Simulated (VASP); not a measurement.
# TiO2: from the relaxed cell to its vibrations, part 2 of 2

What lattice, stiffness and vibrations does TiO2 have at one level of theory? The starting structure is a measured crystal structure from the Crystallography Open Database. All runs use LDA.

VASP 6.6.1.

So far. Step 2 (Relaxation): The relaxed cell holds 10.100 Å³ an atom, with a = 4.554 Å (-0.8 % against the database cell) and c = 2.922 Å (-1.2 % against the database cell). Pressures at 0.985 and 1.015 times this volume, from two more relaxations that aren't shown, give a bulk modulus of 242.7 GPa. Step 3 (Elastic constants): The elastic tensor has C11 = 298.0, C12 = 222.2, C44 = 125.3 GPa, among others; its Hill averages are a bulk modulus of 247.5 and a shear modulus of 114.7 GPa.

## Step 4: Modes of the relaxed cell

Level of this step: LDA; plane waves and PAW (Ti_sv, O) (VASP).

The input, INCAR:

```
SYSTEM = TiO2
PREC = Accurate
ENCUT = 560
EDIFF = 1E-08
NELM = 100
ISMEAR = 0
SIGMA = 0.03
LREAL = .FALSE.
ALGO = Normal
GGA = CA
NBANDS = 30
LASPH = .TRUE.
LORBIT = 11
LWAVE = .FALSE.
LCHARG = .FALSE.
KPAR = 8
IBRION = 8
LEPSILON = .TRUE.
LPEAD = .TRUE.
ISIF = 2
```

The input, POSCAR:

```
TiO2
1.0
    4.5536995037      0.0000000000      0.0000000000
    0.0000000000      4.5536995037      0.0000000000
    0.0000000000      0.0000000000      2.9223670634
Ti O
2 4
Direct
    0.5000000000      0.5000000000      0.5000000000
    0.0000000000      0.0000000000      0.0000000000
    0.8038510438      0.1961489562      0.5000000000
    0.6961489562      0.6961489562      0.0000000000
    0.1961489562      0.8038510438      0.5000000000
    0.3038510438      0.3038510438      0.0000000000
```

The input, KPOINTS:

```
Automatic mesh
0
Gamma
8 8 12
0 0 0
```

Potentials, in the order of the species: Ti_sv and O (LDA family, release 64).

The run is started by

```bash
> mpirun -np 8 vasp_std
```

What it wrote:

```text
[... set-up lines as in an earlier step ...]
 entering main loop
       N       E                     dE             d eps       ncg     rms          rms(c)
DAV:   1     0.678808141069E+03    0.67881E+03   -0.25829E+04  6300   0.199E+03
DAV:   2     0.382835352215E+02   -0.64052E+03   -0.60896E+03  6706   0.570E+02
DAV:   3    -0.704931332815E+02   -0.10878E+03   -0.10611E+03  9458   0.208E+02
DAV:   4    -0.753797015901E+02   -0.48866E+01   -0.48803E+01  8588   0.449E+01
[...]
DAV:  16    -0.587823414347E+02    0.81270E-07   -0.43512E-07  8442   0.540E-03    0.188E-03
DAV:  17    -0.587823414280E+02    0.67703E-08   -0.10812E-07  6886   0.288E-03    0.369E-04
DAV:  18    -0.587823414280E+02   -0.29104E-10   -0.56693E-09  3406   0.664E-04
   1 F= -.58782341E+02 E0= -.58782341E+02  d E =-.831397E-24
 Linear response reoptimize wavefunctions to high precision
DAV:   1    -0.587823414280E+02   -0.37289E-10   -0.17777E-09  3336   0.421E-04
DAV:   2    -0.587823414280E+02   -0.21828E-10   -0.55328E-10  3294   0.184E-04
 Linear response to external field (no local field effect), progress :
[...]
RMM:  22    -0.370437961809E+00    0.39445E-08   -0.60684E-08 34039   0.125E-05    0.161E-06
 first order change of Fermi-energy  -0.11213E-01
 force on displaced ion       3 direction 1 : -12.212   6.921   0.000
 Born effective charge ion    3 direction 1 :  -3.171   1.806   0.000
 Linear response progress:
  Degree of freedom:   4/  4
       N       E                     dE             d eps       ncg     rms          rms(c)
RMM:   1    -0.369338406059E+00   -0.36934E+00    0.13888E-01 28504   0.331E+00
RMM:   2    -0.352819902956E+00    0.16519E-01   -0.24715E-02 24279   0.873E-01    0.202E-01
RMM:   3    -0.355320647585E+00   -0.25007E-02   -0.50491E-03 27899   0.333E-01    0.104E-01
RMM:   4    -0.357130132167E+00   -0.18095E-02   -0.15493E-03 28352   0.186E-01    0.313E-02
[...]
RMM:  16    -0.357454194242E+00    0.10527E-07   -0.20969E-07 33919   0.690E-05    0.106E-05
RMM:  17    -0.357454204496E+00   -0.10254E-07   -0.19883E-07 32989   0.400E-05    0.154E-05
RMM:  18    -0.357454209678E+00   -0.51816E-08   -0.75180E-08 32467   0.245E-05    0.153E-05
 first order change of Fermi-energy  -0.68520E-03
 force on displaced ion       3 direction 3 :   0.021  -0.021  -8.775
 Born effective charge ion    3 direction 3 :  -0.001   0.001  -3.831
 Born effective charges drift removed
 Linear response finished
```

Wall time 18 min (8 MPI ranks of Intel Xeon Platinum 8488C (Sapphire Rapids), shared host); peak memory 9.6 GiB.

From OUTCAR (step 4):

```text
  Total       -0.0001617     -0.0001617     -0.0050821      0.0000000      0.0000000      0.0000000
  in kB       -0.0042751     -0.0042751     -0.1343670      0.0000000      0.0000000      0.0000000
  external PRESSURE =      -0.0476390 kB  Pullay stress =       0.0000000 kB

 POSITION                                       TOTAL-FORCE (eV/Angst)
 -----------------------------------------------------------------------------------
      2.27685      2.27685      1.46118         0.000000      0.000000      0.000000
      0.00000      0.00000      0.00000         0.000000      0.000000      0.000000
      3.66050      0.89320      1.46118         0.001175     -0.001175      0.000000
      3.17005      3.17005      0.00000        -0.001175     -0.001175      0.000000
      0.89320      3.66050      1.46118        -0.001175      0.001175     -0.000000
      1.38365      1.38365      0.00000         0.001175      0.001175     -0.000000
 -----------------------------------------------------------------------------------
    total drift:                               -0.000000      0.000000      0.000000

 MACROSCOPIC STATIC DIELECTRIC TENSOR (including local field effects in DFT)
 ------------------------------------------------------
           7.547956    -0.000000     0.000000
          -0.000000     7.547956     0.000000
           0.000000     0.000000     8.914741
 ------------------------------------------------------

 MACROSCOPIC STATIC DIELECTRIC TENSOR IONIC CONTRIBUTION
 ------------------------------------------------------
         142.277615    -0.000000    -0.000000
          -0.000000   142.277615    -0.000000
          -0.000000    -0.000000   241.319473
 ------------------------------------------------------

[... 1 part as in an earlier step ...]

[... 1 further part left out ...]
```

The zone-centre modes at 10.100 Å³ an atom are at the top B2g 816.8, A1g 612.0, Eu (3) 489.7, Eg 463.9 cm⁻¹, at the bottom Eu (1) 147.9, A2u 143.3, B1g 136.7, B1u (1) 108.3 cm⁻¹, with 3 more of the listed ones between.

## Step 5: Modes at 0.97 of that volume

Shape and positions were first relaxed at this volume, in a run that isn't shown.

INCAR is that of step 4.

The input, POSCAR:

```
TiO2
1.0
    4.4987718249      0.0000000000      0.0000000000
    0.0000000000      4.4987718249      0.0000000000
    0.0000000000      0.0000000000      2.9043389711
Ti O
2 4
Direct
    0.5000000000      0.5000000000      0.5000000000
    0.0000000000      0.0000000000      0.0000000000
    0.8029866502      0.1970133498      0.5000000000
    0.6970133498      0.6970133498      0.0000000000
    0.1970133498      0.8029866502      0.5000000000
    0.3029866502      0.3029866502      0.0000000000
```

KPOINTS is that of step 4.

The run is started by

```bash
> mpirun -np 8 vasp_std
```

What it wrote:

```text
[... set-up lines as in an earlier step ...]
 entering main loop
       N       E                     dE             d eps       ncg     rms          rms(c)
DAV:   1     0.682628993832E+03    0.68263E+03   -0.25777E+04  6300   0.200E+03
DAV:   3    -0.701754429265E+02   -0.11018E+03   -0.10649E+03  9588   0.210E+02
DAV:   4    -0.751215707074E+02   -0.49461E+01   -0.49396E+01  8494   0.452E+01
DAV:   5    -0.753084157049E+02   -0.18684E+00   -0.18681E+00  8540   0.757E+00    0.330E+01
[...]
DAV:  15    -0.587346481464E+02   -0.60862E-06   -0.40866E-06  7484   0.143E-02    0.286E-03
DAV:  16    -0.587346480970E+02    0.49391E-07   -0.43140E-07  8252   0.476E-03    0.189E-03
DAV:  17    -0.587346480939E+02    0.31278E-08   -0.95068E-08  6736   0.279E-03
   1 F= -.58734648E+02 E0= -.58734648E+02  d E =-.961666E-22
 Linear response reoptimize wavefunctions to high precision
DAV:   1    -0.587346480928E+02    0.10941E-08   -0.11590E-08  5328   0.774E-04
DAV:   2    -0.587346480929E+02   -0.10732E-09   -0.85425E-10  3264   0.233E-04
[...]
RMM:  20    -0.370883762150E+00    0.13575E-08   -0.58364E-08 33883   0.300E-05    0.427E-06
 first order change of Fermi-energy  -0.20004E+00
 force on displaced ion       3 direction 1 : -13.384   8.271   0.000
 Born effective charge ion    3 direction 1 :  -3.217   1.837   0.000
 Linear response progress:
  Degree of freedom:   4/  4
       N       E                     dE             d eps       ncg     rms          rms(c)
RMM:   2    -0.352852905352E+00    0.17148E-01   -0.25323E-02 24285   0.900E-01    0.211E-01
RMM:   3    -0.355390844467E+00   -0.25379E-02   -0.51894E-03 27902   0.340E-01    0.108E-01
RMM:   4    -0.357258729598E+00   -0.18679E-02   -0.16069E-03 28290   0.191E-01    0.320E-02
RMM:   5    -0.357642123465E+00   -0.38339E-03   -0.39261E-04 31500   0.762E-02    0.860E-03
[...]
RMM:  16    -0.357586641758E+00    0.18138E-07   -0.15158E-07 32892   0.647E-05    0.648E-06
RMM:  17    -0.357586622469E+00    0.19289E-07   -0.14559E-07 33130   0.388E-05    0.199E-06
RMM:  18    -0.357586617204E+00    0.52653E-08   -0.84305E-08 32731   0.238E-05    0.167E-06
 first order change of Fermi-energy  -0.62359E-03
 force on displaced ion       3 direction 3 :   0.021  -0.021  -9.937
 Born effective charge ion    3 direction 3 :  -0.001   0.001  -3.787
 Born effective charges drift removed
 Linear response finished
```

Run time: 17 min. Hardware: 8 MPI ranks; peak memory 9.3 GiB; 2.1 h of CPU time.

Parts of OUTCAR (step 5):

```text
  Total        2.9160763      2.9160763      2.9083283      0.0000000      0.0000000      0.0000000
  in kB       79.4829952     79.4829952     79.2718095      0.0000000      0.0000000      0.0000000
  external PRESSURE =      79.4126000 kB  Pullay stress =       0.0000000 kB

 POSITION                                       TOTAL-FORCE (eV/Angst)
 -----------------------------------------------------------------------------------
      2.24939      2.24939      1.45217         0.000000      0.000000      0.000000
      0.00000      0.00000      0.00000         0.000000      0.000000      0.000000
      3.61245      0.88632      1.45217         0.000510     -0.000510     -0.000000
      3.13570      3.13570      0.00000        -0.000510     -0.000510     -0.000000
      0.88632      3.61245      1.45217        -0.000510      0.000510      0.000000
      1.36307      1.36307      0.00000         0.000510      0.000510      0.000000
 -----------------------------------------------------------------------------------
    total drift:                               -0.000000      0.000000      0.000000

 MACROSCOPIC STATIC DIELECTRIC TENSOR (including local field effects in DFT)
 ------------------------------------------------------
           7.585301     0.000000     0.000000
           0.000000     7.585301     0.000000
           0.000000     0.000000     8.750769
 ------------------------------------------------------

 MACROSCOPIC STATIC DIELECTRIC TENSOR IONIC CONTRIBUTION
 ------------------------------------------------------
          93.375331    -0.000000    -0.000000
          -0.000000    93.375331     0.000000
          -0.000000     0.000000   121.265675
 ------------------------------------------------------

[... 1 part as in an earlier step ...]

[... 1 further part left out ...]
```

The log as kept lacks single lines of electronic cycles.

The zone-centre modes at 9.797 Å³ an atom are at the top B2g 855.2, A1g 645.6, Eu (3) 505.6, Eg 487.1 cm⁻¹, at the bottom Eu (1) 175.6, A2u 203.1, B1g 103.3, B1u (1) 123.1 cm⁻¹, with 3 more of the listed ones between.

## Step 6: Modes at 1.03 of that volume

Shape and positions were first relaxed at this volume, in a run that isn't shown.

INCAR is that of step 5.

The input, POSCAR:

```
TiO2
1.0
    4.6087366912      0.0000000000      0.0000000000
    0.0000000000      4.6087366912      0.0000000000
    0.0000000000      0.0000000000      2.9385760382
Ti O
2 4
Direct
    0.5000000000      0.5000000000      0.5000000000
    0.0000000000      0.0000000000      0.0000000000
    0.8049309164      0.1950690836      0.5000000000
    0.6950690836      0.6950690836      0.0000000000
    0.1950690836      0.8049309164      0.5000000000
    0.3049309164      0.3049309164      0.0000000000
```

KPOINTS is that of step 5.

The run is started by

```bash
> mpirun -np 8 vasp_std
```

What it wrote:

```text
[... set-up lines as in an earlier step ...]
 entering main loop
       N       E                     dE             d eps       ncg     rms          rms(c)
DAV:   1     0.677590823508E+03    0.67759E+03   -0.25752E+04  6300   0.197E+03
DAV:   2     0.382232402975E+02   -0.63937E+03   -0.60819E+03  6730   0.570E+02
DAV:   3    -0.706723131414E+02   -0.10890E+03   -0.10622E+03  9550   0.207E+02
DAV:   4    -0.755440229392E+02   -0.48717E+01   -0.48655E+01  8578   0.449E+01
[...]
DAV:  15    -0.587473318071E+02   -0.15450E-06   -0.50757E-06  7780   0.233E-02    0.235E-03
DAV:  16    -0.587473317500E+02    0.57108E-07   -0.21746E-07  7682   0.429E-03    0.141E-03
DAV:  17    -0.587473317414E+02    0.85520E-08   -0.50748E-08  6704   0.216E-03
   1 F= -.58747332E+02 E0= -.58747332E+02  d E =-.587851E-37
 Linear response reoptimize wavefunctions to high precision
DAV:   1    -0.587473317418E+02   -0.36653E-09   -0.48296E-09  3810   0.633E-04
DAV:   2    -0.587473317419E+02   -0.50022E-10   -0.67031E-10  3306   0.256E-04
 Linear response to external field (no local field effect), progress :
[...]
RMM:  19    -0.370014236439E+00    0.40943E-08    0.43160E-08 34636   0.539E-05    0.277E-06
 first order change of Fermi-energy  -0.77011E-01
 force on displaced ion       3 direction 1 : -11.186   5.772   0.000
 Born effective charge ion    3 direction 1 :  -3.117   1.769   0.000
 Linear response progress:
  Degree of freedom:   4/  4
       N       E                     dE             d eps       ncg     rms          rms(c)
RMM:   1    -0.368702761262E+00   -0.36870E+00    0.14385E-01 28444   0.327E+00
RMM:   2    -0.352808947238E+00    0.15894E-01   -0.24171E-02 24352   0.848E-01    0.195E-01
RMM:   3    -0.355268960980E+00   -0.24600E-02   -0.49090E-03 27895   0.325E-01    0.100E-01
RMM:   4    -0.357026843095E+00   -0.17579E-02   -0.15037E-03 28378   0.182E-01    0.307E-02
[...]
RMM:  18    -0.357344754752E+00    0.36548E-07   -0.86117E-08 30614   0.294E-05    0.359E-06
RMM:  19    -0.357344774944E+00   -0.20193E-07   -0.79671E-08 31615   0.198E-05    0.288E-06
RMM:  20    -0.357344766734E+00    0.82100E-08   -0.20109E-08 30953   0.137E-05    0.646E-07
 first order change of Fermi-energy  -0.49918E-03
 force on displaced ion       3 direction 3 :   0.022  -0.022  -7.752
 Born effective charge ion    3 direction 3 :  -0.001   0.001  -3.882
 Born effective charges drift removed
 Linear response finished
```

Elapsed: 22 min, on 8 MPI ranks; peak memory 9.7 GiB.

Parts of OUTCAR (step 6):

```text
  Total       -2.5801816     -2.5801816     -2.5969260      0.0000000      0.0000000      0.0000000
  in kB      -66.2308188    -66.2308188    -66.6606333      0.0000000      0.0000000      0.0000000
  external PRESSURE =     -66.3740903 kB  Pullay stress =       0.0000000 kB

 POSITION                                       TOTAL-FORCE (eV/Angst)
 -----------------------------------------------------------------------------------
      2.30437      2.30437      1.46929         0.000000      0.000000     -0.000000
      0.00000      0.00000      0.00000         0.000000      0.000000     -0.000000
      3.70971      0.89902      1.46929         0.001230     -0.001230     -0.000000
      3.20339      3.20339      0.00000        -0.001230     -0.001230     -0.000000
      0.89902      3.70971      1.46929        -0.001230      0.001230     -0.000000
      1.40535      1.40535      0.00000         0.001230      0.001230      0.000000
 -----------------------------------------------------------------------------------
    total drift:                               -0.000000      0.000000      0.000000

 MACROSCOPIC STATIC DIELECTRIC TENSOR (including local field effects in DFT)
 ------------------------------------------------------
           7.488385     0.000000     0.000000
           0.000000     7.488385     0.000000
           0.000000     0.000000     9.087415
 ------------------------------------------------------

 MACROSCOPIC STATIC DIELECTRIC TENSOR IONIC CONTRIBUTION
 ------------------------------------------------------
         422.745644    -0.000000    -0.000000
          -0.000000   422.745644    -0.000000
          -0.000000    -0.000000  2375.110446
 ------------------------------------------------------

[... 1 part as in an earlier step ...]

[... 1 further part left out ...]
```

The zone-centre modes at 10.403 Å³ an atom are at the top B2g 780.8, A1g 582.6, Eu (3) 478.1, Eg 442.9 cm⁻¹, at the bottom Eu (1) 86.7, A2u 46.1, B1g 159.2, B1u (1) 76.0 cm⁻¹, with 3 more of the listed ones between.

## Step 7: Comparison

```tsv
run	volume (Å³/atom)	B2g	A1g	Eu (3)	Eg	Eu (1)	A2u	B1g	B1u (1)	core minutes
relaxation	10.1	-	-	-	-	-	-	-	-	2.53
elastic constants	10.1	-	-	-	-	-	-	-	-	116.0
modes of the relaxed cell	10.1	816.8	612.0	489.7	463.9	147.9	143.3	136.7	108.3	143.0
modes at 0.97 of that volume	9.797	855.2	645.6	505.6	487.1	175.6	203.1	103.3	123.1	133.0
modes at 1.03 of that volume	10.403	780.8	582.6	478.1	442.9	86.7	46.1	159.2	76.0	176.0
```

Modes are in cm⁻¹, degenerate ones as one, matched by symmetry and order. A number in brackets counts the listed modes of one symmetry from the lowest. The symmetry labels come from an automatic analysis and can be wrong where levels nearly coincide. Between the highest four and the lowest four, 3 more are left out. Core minutes are wall time times ranks of the run shown, on a shared host.

## Step 8: Results

| Quantity | Value |
| --- | --- |
| relaxed volume | 10.10 Å³/atom |
| bulk modulus from two volumes | 243 GPa |
| Hill shear modulus | 115 GPa |
| mode B2g | 816.8 cm⁻¹ |
| mode A1g | 612.0 cm⁻¹ |
| mode Eu (3) | 489.7 cm⁻¹ |
| mode Eg | 463.9 cm⁻¹ |
| mode Eu (1) | 147.9 cm⁻¹ |
| mode A2u | 143.3 cm⁻¹ |
| mode B1g | 136.7 cm⁻¹ |
| mode B1u (1) | 108.3 cm⁻¹ |
| Grüneisen parameter of B2g | 1.52 |
| Grüneisen parameter of A1g | 1.71 |
| Grüneisen parameter of Eu (3) | 0.93 |
| Grüneisen parameter of Eg | 1.58 |
| Grüneisen parameter of Eu (1) | 11.75 |
| Grüneisen parameter of A2u | 24.70 |
| Grüneisen parameter of B1g | -7.21 |
| Grüneisen parameter of B1u (1) | 8.04 |

At the LDA level TiO2 relaxes to 10.10 Å³ an atom. The bulk modulus is 242.7 GPa from the pressures at two volumes and 247.5 GPa as the Hill average of the elastic tensor, so the two routes agree. The mode Grüneisen parameters, from the cells at 0.97 and 1.03 of the volume, run from -7.21 (B1g) to 24.70 (A2u). For Eu (1), A2u, B1g and B1u (1) the slope differs between compression and expansion, so these parameters are only a rough mean. The dielectric constants and Born charges in the logs aren't compared here; at a small gap they can be far off, and in a run without a gap they mean nothing. The frequencies are harmonic, and the splitting of polar modes by their long-range field is left out. All values are for a static lattice. Further runs on this material are not shown.

[Lines on the potential files, build, host, timing and source positions are cut from VASP's logs without a mark.]

[Logs are printed without paths, hosts, clocks, repeated set-up lines and the standing remarks that a program may print on its own settings, such as how far it seeks lower states.]

[Hosts, paths, dates, database ids (printed as entryN), source tags and the programs' standing remarks are cut or masked in the printed files.]
